### Question

The table gives band gaps of boron arsenide, computed in one and the same cell with several programs and functionals.

Kohn-Sham band gaps of zinc-blende BAs (F-43m, 2-atom cell with edges of 3.378 Å, not relaxed), computed without spin polarization or spin-orbit coupling and read from the energies on the k-mesh. The measured gap is 1.835 eV, an indirect optical gap from a Tauc plot of UV-Vis transmission through a bulk crystal (arXiv:2307.05371).

| program | functional | how the value is got | potentials or basis | wave cutoff (eV) | k-mesh | computed band gap (eV) | computed less measured (eV) |
| --- | --- | --- | --- | --- | --- | --- | --- |
| GPAW 26.7.0 (1) | LDA | Kohn-Sham, on the mesh | GPAW PAW data sets (gpaw data 1.2.1) | 600 | 8x8x8 | ? | ? |
| DFTK 0.8.2 | LDA | Kohn-Sham, on the mesh | cp2k.nc.sr.lda.v0_1.semicore.gth | 762 | 10x10x10 | 1.156 | -0.68 |
| GPAW 26.7.0 (2) | PBE | Kohn-Sham, on the mesh | GPAW PAW data sets (gpaw data 1.2.1) | 800 | 10x10x10 | 1.182 | -0.65 |
| FLEUR MaX-R8.1 (patched build s14) | PBE | Kohn-Sham, on the mesh | all electron | n/a | 10x10x10 | 1.186 | -0.65 |
| JDFTx 1.7.0 (patched build) | PBE | Kohn-Sham, on the mesh | PseudoDojo SR PBE 0.5 standard | 1143 | 10x10x10 | 1.196 | -0.64 |
| GPAW 26.7.0 (3) | PBE | Kohn-Sham, on the mesh | PAW data sets made by gpaw setup for the functional | 650 | 8x8x8 | 1.197 | -0.64 |
| GPAW 26.7.0 (4) | RPBE | Kohn-Sham, on the mesh | GPAW PAW data sets (gpaw data 1.2.1) | 800 | 10x10x10 | 1.214 | -0.62 |
| ABINIT 10.8.3 | r2SCAN | Kohn-Sham, on the mesh | JTH PAW PBE v2.0 | 490 | 13x13x13 | 1.364 | -0.47 |

(a) Predict the gap that GPAW gives with LDA on the 8x8x8 mesh, with an error bar. (b) Which would bring the computed gap closest to the measured one: another program, a finer mesh or another functional?

### Model answer to (a)

The gap of BAs is indirect. The highest filled state lies at Γ, the centre of the zone of electron wave vectors, while the lowest empty state lies well away from it, about 0.8 of the way to the zone boundary at X. That position is standard knowledge. A gap read on a mesh uses only the wave vectors that the mesh contains, so it comes out too large if the mesh steps over the minimum.

The two meshes differ in just this respect. Along the line from Γ to X, the 10x10x10 mesh has a point at 0.8. The 8x8x8 mesh has points at 0.75 and at X itself, and so it should give a slightly larger gap. Both meshes contain X, so a minimum at X would give no such difference.

GPAW with PBE shows a step of the expected sign: 1.197 eV on 8x8x8 against 1.182 eV on 10x10x10. These two runs also differ in cutoff and PAW data. Their direct gaps agree within 1 meV, but that alone does not single out the mesh: the direct gaps with PBE and RPBE agree as closely, although the indirect gaps differ by 32 meV.

The bands of the RPBE run offer a better test. I placed their energies along the line by their degeneracies and curvature, with the band edge at 0.8, and interpolated to 0.75. The band there lies 9 or 20 meV above the edge, depending on the curve used, and the step of 15 meV falls between the two. The mesh alone can therefore account for a step of this size.

The simple model starts from the LDA gap of DFTK and adds this mesh step, as if the two effects were independent:

predicted gap = 1.156 eV + (1.197 − 1.182) eV = 1.171 eV

The error bar must cover the change of program. Three programs with PBE on the 10x10x10 mesh agree within 14 meV. DFTK uses potentials of another kind than GPAW, so I take about twice that spread, which is a judgement and not a statistical error.

**Prediction: 1.17 eV, range 1.14 to 1.20 eV.** The gap should lie below that of GPAW with PBE on the same mesh, since the DFTK gap with LDA lies below all the PBE gaps. It should also lie above that of DFTK with LDA, which I hold only weakly, because the mesh step is only about as large as the scatter among programs.

### Computed value

The withheld rows as computed:

| program | functional | how the value is got | potentials or basis | wave cutoff (eV) | k-mesh | computed band gap (eV) | computed less measured (eV) |
| --- | --- | --- | --- | --- | --- | --- | --- |
| GPAW 26.7.0 (1) | LDA | Kohn-Sham, on the mesh | GPAW PAW data sets (gpaw data 1.2.1) | 600 | 8x8x8 | 1.147 | -0.69 |

The computed gap is 1.147 eV. It falls inside the range, 24 meV below the central value and near the lower end. The first ordering holds, since the gap is 50 meV below that of GPAW with PBE on the same mesh. The second fails: the gap lies 9 meV below the DFTK value, not above it.

### Model answer to (b)

Another functional would, though none in the table brings the gap all the way. With PBE on the 10x10x10 mesh, GPAW falls 0.65 eV short of the measured gap, while programs and meshes move the result by only some hundredths of an eV. A gap read on a mesh is never smaller than the true minimum gap of the same calculation. Refining the mesh to convergence therefore cannot bring the gap closer to the measured value.

The runs do not show the cause of the shortfall, but theory offers one. When an electron is added to a solid with a gap, the exact exchange-correlation potential jumps by a constant, and this jump is part of the true gap. LDA, PBE and RPBE have no such jump, so the difference between their band energies is too small. r2SCAN also depends on the kinetic-energy density of the orbitals, and as such functionals are normally applied, part of the jump enters the band energies.

The r2SCAN row fits this picture: its gap is 0.18 eV above that of GPAW with PBE, which closes about 28 % of the shortfall. That row also changes program and mesh, has the lowest cutoff in the table, uses PAW data made for PBE and carries a warning that the density became too small at some points, so the percentage is approximate. The rise is nevertheless more than ten times the spread of the three PBE programs.

The difference in scale matters most where the gap enters an exponential. The density of thermally excited carriers in the pure crystal varies as exp(−gap/2kT), where k is Boltzmann's constant and T the temperature. At 300 K the mesh step changes it by a factor of 1.3, whereas the PBE shortfall makes it too large by a factor of about 3 × 10⁵. Estimates of this density should therefore not rest on any of these gaps, however well the programs agree.

### Remarks on the reasoning

The estimate for (a) is weakest where it carries a DFTK value over to GPAW. If the mesh step is the same for LDA as for PBE, GPAW with LDA on the 10x10x10 mesh would give 1.147 − 0.015 = 1.132 eV, which is 24 meV below DFTK. The direct gaps at Γ, a point that both meshes contain, help to find the reason: with LDA, the full outputs give 3.294 eV for DFTK and 3.270 eV for GPAW. The mesh can hardly cause that difference, so it comes from the change of program, potentials and cutoff, most likely from the potentials. If the same change also lowers the indirect gap, that would explain why the plain DFTK value came closer than the prediction: mesh and potentials would then act in opposite directions and partly cancel.

The same point affects the comparison of functionals. Between DFTK and GPAW, LDA appears to lie 26 meV below PBE; within GPAW, on one mesh, the difference is 50 meV. Small differences between functionals are best read within one program.

An answer to (b) should also ask whether the measured gap is a fair target. It is an optical gap, and the attraction between the electron and the hole that light creates can place it slightly below the gap between the bands. Spin-orbit coupling, which these runs leave out, would raise the top of the valence band and so lower the computed gaps. Lattice vibrations, present in the measurement only, usually lower a gap as well. None of these corrections would excuse the functionals.

The argument about meshes carries over to related crystals. Silicon also has its lowest empty state partway from Γ to X, so its gap should shift with the mesh in a similar way. In gallium arsenide both band edges lie at Γ, which every mesh centred there contains, and this kind of step disappears. The analysis printed below lists most of the comparisons used here.

Numerical output:

```
Spread of three PBE programs on 10x10x10, meV: 14
Mesh step, GPAW PBE 8x8x8 less 10x10x10, meV: 15
Mesh step from RPBE band, parabola through three points, meV: 20.01
Mesh step from RPBE band, cubic through four points, meV: 9.407
Direct gap, GPAW PBE 8x8x8 less 10x10x10, meV: -0.243
Direct gap, GPAW RPBE less PBE, meV: -0.327
Direct gap, ABINIT r2SCAN less GPAW PBE, meV: 133.8
Gap, GPAW RPBE less PBE on 10x10x10, meV: 32
Gap, DFTK LDA less GPAW PBE on 10x10x10, meV: -26
Gap, ABINIT r2SCAN less GPAW PBE on 10x10x10, meV: 182
Forecast for GPAW LDA on 8x8x8, eV: 1.171
Error bar of the forecast, plus or minus, eV: 0.03
Computed gap of GPAW LDA on 8x8x8, eV: 1.147
Miss, forecast less computed, meV: 24
Miss of rival without mesh step, meV: 9
Miss of rival without functional effect, meV: 50
Measured less computed gap, GPAW LDA on 8x8x8, eV: 0.688
Measured less computed gap, GPAW PBE on 10x10x10, eV: 0.653
Measured less computed gap, ABINIT r2SCAN, eV: 0.471
Share of the PBE shortfall closed in the r2SCAN row, percent: 27.87
Carrier density factor at 300 K from the mesh step: 1.337
Carrier density factor at 300 K from the PBE shortfall: 305463
```
